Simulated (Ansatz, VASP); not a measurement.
# InPd in VASP and in Ansatz

```
CELL_PARAMETERS angstrom
2.80988 -2.05331 0.00000
2.80988 2.05331 0.00000
-1.01991 0.00000 6.06871
ATOMIC_POSITIONS crystal
In 0.00000 0.50000 0.00000
In 0.50000 0.00000 0.50000
Pd 0.58160 0.41840 0.25000
Pd 0.41840 0.58160 0.75000
```

Alike in both runs: task single point; functional PBE; k mesh 6 × 6 × 4; occupations gaussian, width 0.1 eV; no spin polarisation.

|  | VASP | Ansatz |
| --- | --- | --- |
| version | VASP 6.6.1 | Ansatz 0.2.0 |
| potentials or method | VASP PAW PBE potentials, release 64 (In_d, Pd) | scalar-relativistic, plane waves, PAW |
| plane-wave cutoff (eV) | 520 | 420 |
| valence electrons in the cell | 46 | 62 |

VASP gave:

| Property | Result |
| --- | --- |
| gap on the k mesh at the Fermi level (eV) | none |
| rms of the force components (eV/Å) | 0.884 |

Problem. Which values does Ansatz return?

Solution. gap on the k mesh at the Fermi level (eV): none; rms of the force components (eV/Å): 0.881.

Atom by atom the forces differ by 0.003 eV/Å (rms over components). A gap of «none» marks a metal or a gap that the smearing closes. The two sets of potentials don't hold the same shells in valence.

Caveats: forces of over 1 eV/Å show positions far from the minimum, so gaps and moduli don't describe the material at rest.
